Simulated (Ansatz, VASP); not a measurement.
**Two plane-wave programs on BaZrO3**

```
CELL_PARAMETERS angstrom
2.95590 1.70659 2.41356
-2.95590 1.70659 2.41356
0.00000 -3.41318 2.41356
ATOMIC_POSITIONS crystal
Ba 0.00380 0.00380 0.00380
Zr 0.50383 0.50383 0.50383
O 0.50387 0.50387 0.00384
O 0.00384 0.50387 0.50387
O 0.50387 0.00384 0.50387
```

The cell was built by a generator and needn't be a form met in nature.

Alike in both runs: task relaxation of cell and atoms; functional PBEsol; k mesh 6 × 6 × 6; occupations gaussian, width 0.02 eV; no spin polarisation.

|  | VASP | Ansatz |
| --- | --- | --- |
| version | VASP 6.6.1 | Ansatz 0.2.0 |
| potentials or method | VASP PAW PBE potentials, release 64 (Ba_sv, Zr_sv, O) | scalar-relativistic, plane waves, PAW |
| plane-wave cutoff (eV) | 600 | 420 |
| valence electrons in the cell | 40 | 40 |

Ansatz gave:

| Item | Value |
| --- | --- |
| gap on the k mesh at the Fermi level, each at its own relaxed structure (eV) | 3.17 |
| relaxed volume (Å³/atom) | 14.61 |
| relaxed cell length with the largest relative difference (Å) | 4.180 |

Q: Which values does VASP return?

A: gap on the k mesh at the Fermi level, each at its own relaxed structure (eV): 3.11; relaxed volume (Å³/atom): 14.71; relaxed cell length with the largest relative difference (Å): 4.189.

Caveats: the PAW data sets were made with another functional, which shifts forces and pressure a little (VASP); spin-orbit coupling is left out, which moves the levels of the heavy elements. A k mesh can miss the band edges.
